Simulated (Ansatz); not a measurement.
Crystal: Mg.

```xyz
4
Lattice="3.1768 0.0000 0.0000 -1.5884 2.7512 0.0000 0.0000 0.0000 10.3189" Properties=species:S:1:pos:R:3 pbc="T T T"
Mg    1.5884    0.9171    7.7391
Mg    0.0000    0.0000    5.1594
Mg    0.0000    1.8341    2.5797
Mg    0.0000    0.0000    0.0000
```

| Quantity | Value |
| --- | --- |
| Program | Ansatz 0.2.0 |
| Task | relaxation of cell and atoms |
| Functional | RPBE |
| Potentials or basis | Ansatz PAW |
| Cutoff | 420 eV (not typed: the program's choice for these potentials) |
| k mesh | 10 × 10 × 3 |
| Occupations | fermi-dirac, width 0.05 eV |
| Spin | no spin polarisation |

At the start: volume 22.55 Å³/atom.

Problem. How do energy, volume and symmetry change on relaxing?

Solution. It ends after 4 steps and the volume is 23.88 Å³/atom (+5.9 %); space group P6_3/mmc (No. 194, to 0.05 Å).

Step by step:
```tsv
step	energy change (eV)	largest force (eV/Å)	volume (Å³)
1	0.0000	0.0000	90.19
2	-0.0351	0.0000	94.87
3	-0.0362	0.0000	95.52
4	-0.0364	0.0000	95.52
```

Final structure:
```xyz
4
Lattice="3.2210 0.0000 0.0000 -1.6105 2.7895 0.0000 0.0000 0.0000 10.6312" Properties=species:S:1:pos:R:3 pbc="T T T"
Mg    1.6105    0.9298    7.9734
Mg    0.0000    0.0000    5.3156
Mg    0.0000    1.8597    2.6578
Mg    0.0000    0.0000    0.0000
```

Caveat: the plane-wave basis is chosen anew once the cell has moved, so the energies of steps on either side of that aren't comparable; the PAW data sets come from PBE, with cores solved anew for the run's functional, which leaves a small shift of forces and pressure.
